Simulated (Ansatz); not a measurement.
# CdSe: the cost of one run

Computed with Ansatz 0.2.0 (DFT LDA, all-electron LAPW, scalar-relativistic unless said, unless a step's input says otherwise).

### Step 1. The system as given

The structure is cubic, space group F-43m (No. 216). Conventional cell: a = 6.008 Å, b = 6.008 Å, c = 6.008 Å, α = 90.00°, β = 90.00°, γ = 90.00°. Cd (site symmetry -43m) has 4 Se at 2.60 Å as nearest neighbours. Se (site symmetry -43m) is surrounded by 4 Cd at 2.60 Å.

Structure file:

```xyz
2
Lattice="3.0040 3.0040 0.0000 -3.0040 3.0040 0.0000 0.0000 3.0040 3.0040" Properties=species:S:1:pos:R:3 pbc="T T T"
Cd    0.0000    0.0000    0.0000
Se    1.5020    4.5060    1.5020
```

Cartesian axes are those of the input's lattice vectors. The structure goes back to a database entry.

### Step 2. Reference run, fine mesh, LAPW

File input.yaml:

```yaml
crystal:
  lattice:
    - [3.00399367643, 3.00399367643, 0.0]
    - [-3.00399367643, 3.00399367643, 0.0]
    - [0.0, 3.00399367643, 3.00399367643]
  atoms:
    - { symbol: Cd, position: [0.0, 0.0, 0.0] }
    - { symbol: Se, position: [0.75, 0.25, 0.5] }
kpoints:
  mp_grid: { grid: [6, 6, 6] }
scf:
  occupations: { method: fixed }
hamiltonian:
  xc: lda
  pseudopotentials: { kind: all_electron, lapw: { basis_error: 0.001 } }
output:
  forces: true
  stress: true
  eigenvalues: true
  eigenstates:
    nscf_kmesh: { grid: [10, 10, 10] }
    de_dk: true
    e_range: [-9, 10.40487837096]
checkpoint:
  write: ck
  write_wavefunctions: false
```

The run is started by

```console
> ansatz run input.yaml --threads 1 --pin off --max-ram 3072MiB --backend cpu --events-out ev --progress --plain --runs-dir out
```

**Question.** How long does this run take on 1 thread of Arm Neoverse V2, shared host, and how much memory does it need?

About 21 s, with a peak of 0.27 GiB.
